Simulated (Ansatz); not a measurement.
MoS2: elastic constants with PBEsol

MoS2:

```xyz
3
Lattice="1.5855 0.9154 6.1150 -1.5855 0.9154 6.1150 0.0000 -1.8308 6.1150" Properties=species:S:1:pos:R:3 pbc="T T T"
Mo    0.0000    0.0000    0.0000
S     0.0000    0.0000    4.5862
S     0.0000    0.0000   13.7587
```

Measurements of this composition are mostly on another form, of space group No. 194.

| Item | Value |
| --- | --- |
| Program | Ansatz 0.2.0 |
| Task | elastic constants |
| Functional | PBEsol |
| Potentials or basis | Ansatz PAW |
| Cutoff | 420 eV (not typed: the program's choice for these potentials) |
| k mesh | 8 × 8 × 8 |
| Occupations | fermi-dirac, width 0.05 eV |
| Spin | no spin polarisation |
| Atoms under strain | relaxed |

- Pressure: -1.8 GPa
- Band gap on the k mesh: none (metal or under the smearing width)
- Voigt bulk modulus: 40 GPa

Stress tensor (GPa, compression positive):
```
-2.35  0.00  0.00
 0.00 -2.35  0.00
 0.00  0.00 -0.61
```

Levels at points of the mesh, in eV from the Fermi level:
```tsv
k point	band 9	band 10	band 11	band 12	band 13	band 14	band 15	band 16	band 17
(0.00, 0.00, 0.00)	-3.88	-1.63	-1.37	-0.90	-0.90	-0.08	-0.08	3.24	3.24
(0.00, 0.00, -0.50)	-5.24	-4.09	-2.76	-1.94	-1.42	1.18	2.01	3.23	3.96
(0.00, -0.50, -0.50)	-4.53	-4.00	-2.81	-2.29	-1.69	1.18	1.75	3.74	4.61
(-0.50, -0.50, -0.50)	-3.85	-3.85	-0.88	-0.88	-0.21	-0.21	-0.11	3.38	3.38
```

Elastic tensor in Voigt notation (GPa, in the Cartesian axes of the cell as first typed):
```
165  -7   3   1   0   0
 -7 165   3  -1   0   0
  5   5  30   0   0   0
  1  -1   0  12   0   0
  0   0   0   0  12   1
  0   0   0   0   1  86
```

Run time: 49 s on 2 threads of Intel(R) Xeon(R) 6975P-C (Granite Rapids), on a shared host, peak memory 0.56 GiB.

Caveat: elastic constants of metals need much finer meshes, so these are rough; the PAW data sets come from PBE, with cores solved anew for the run's functional, which leaves a small shift of forces and pressure.
